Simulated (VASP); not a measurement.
CdSe: single point with PBE

CdSe:

```
Cd Se
1.0
     4.38363    0.00000    0.00000
    -2.19182    3.79634    0.00000
     0.00000    0.00000    7.15596
Cd Se
2 2
Direct
  0.66667 0.33333 0.49962
  0.33333 0.66667 0.99962
  0.66667 0.33333 0.87538
  0.33333 0.66667 0.37538
```

The cell is a database's computed one.

The cell isn't the ideal one: Hg -> Cd, S -> Se on all its sites, cell and atoms relaxed.

| Property | Result |
| --- | --- |
| Program | VASP 6.6.1 |
| Task | single point |
| Functional | PBE |
| Potentials or basis | VASP PAW PBE potentials, release 64 (Cd, Se) |
| Cutoff | 520 eV |
| k mesh | 9 × 9 × 6 |
| Occupations | gaussian, width 0.02 eV |
| Spin | no spin polarisation |
| Dipole correction | no |
| Further INCAR settings | ALGO = Fast; EDIFF = 1e-06; NBANDS = 26 |

```
Pressure               : 0.2 GPa
Band gap on the k mesh : 0.54 eV, direct
```

Levels at points of the mesh, in eV from the valence-band top:
```csv
k point,band 14,band 15,band 16,band 17,band 18,band 19,band 20,band 21,band 22,band 23
"(0.00, 0.00, 0.00)",-0.69,-0.69,-0.04,0.00,0.00,0.54,2.14,5.85,5.85,6.12
"(0.00, 0.00, 0.50)",-2.53,-0.36,-0.36,-0.36,-0.36,2.26,2.26,5.76,5.76,6.24
```

Run time: 91 s on 1 thread of AMD EPYC 9R45 (Zen 5), with other jobs on the host, peak memory 0.29 GiB.
